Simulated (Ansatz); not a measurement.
**Structure relaxation of Ga3As**

Theory: DFT PBE, scalar-relativistic, plane waves, PAW (Ansatz 0.2.0). Cutoff 420 eV, Γ-centred k mesh, Gaussian smearing, no spin polarisation in the final step.

Ga3As was placed on the Ni3Sn (D0_19) structure type (P6_3/mmc, No. 194), with As in place of Sn, Ga in place of Ni, at a guessed volume.

```yaml
crystal:
  lattice:
    - [6.14654, 0.00000, 0.00000]
    - [-3.07327, 5.32306, 0.00000]
    - [0.00000, 0.00000, 4.93355]
  atoms:
    - { symbol: Ga, position: [0.83300, 0.66600, 0.25000] }
    - { symbol: Ga, position: [0.16700, 0.83300, 0.75000] }
    - { symbol: Ga, position: [0.33400, 0.16700, 0.25000] }
    - { symbol: Ga, position: [0.16700, 0.33400, 0.75000] }
    - { symbol: Ga, position: [0.83300, 0.16700, 0.25000] }
    - { symbol: Ga, position: [0.66600, 0.83300, 0.75000] }
    - { symbol: As, position: [0.33333, 0.66667, 0.25000] }
    - { symbol: As, position: [0.66667, 0.33333, 0.75000] }
```

Steps on the 6×6×8 mesh (8 atoms). 5 of 8 steps are shown, and the free energy counts from the last. Trial steps that were taken back and renewals of the plane-wave basis can be among the rows.

| step | ΔF (meV/atom) | V (Å³/atom) | P (GPa) | largest force component (eV/Å) |
| --- | --- | --- | --- | --- |
| 1 | 3.0 | 20.18 | -1.29 | 0.056 |
| 2 | 0.6 | 19.55 | 0.32 | 0.031 |
| 5 | 0.0 | 19.77 | -0.11 | 0.012 |
| 7 | -0.1 | 19.73 | 0.03 | 0.004 |
| 8 | 0.0 | 19.73 | 0.04 | 0.004 |

A final relaxation ran on a 6×6×8 mesh. The relaxed crystal, P6_3/mmc (No. 194):

```cif
data_structure
_symmetry_space_group_name_H-M 'P6_3/mmc'
_symmetry_Int_Tables_number 194
_cell_length_a 6.1921
_cell_length_b 6.1921
_cell_length_c 4.7536
_cell_angle_alpha 90.000
_cell_angle_beta 90.000
_cell_angle_gamma 120.000
_cell_volume 157.84
loop_
_atom_site_label
_atom_site_type_symbol
_atom_site_symmetry_multiplicity
_atom_site_Wyckoff_symbol
_atom_site_fract_x
_atom_site_fract_y
_atom_site_fract_z
_atom_site_occupancy
Ga1 Ga 6 h 0.83215 0.66429 0.25000 1
As1 As 2 c 0.33333 0.66667 0.25000 1
```

| Quantity | Value |
| --- | --- |
| Volume per atom | 19.73 Å³ |
| Density | 5.98 g/cm³ |
| Energy over the elements | 0.07 eV/atom |
| Gap on the 6×6×8 mesh | 0 eV (a metal) |

Energies over the elements count from the elements' standard structures at the same level, with no empirical corrections.

The final run used a 6×6×8 mesh on its 8-atom cell and 0.10 eV smearing. For metals, differences of a few meV/atom aren't resolved.

Symmetry constrained the relaxation, so the result can be a saddle point.

Cost: 2 runs of about 1.6 core-minutes in all, on Intel Xeon 6975P-C (Granite Rapids) (shared hosts).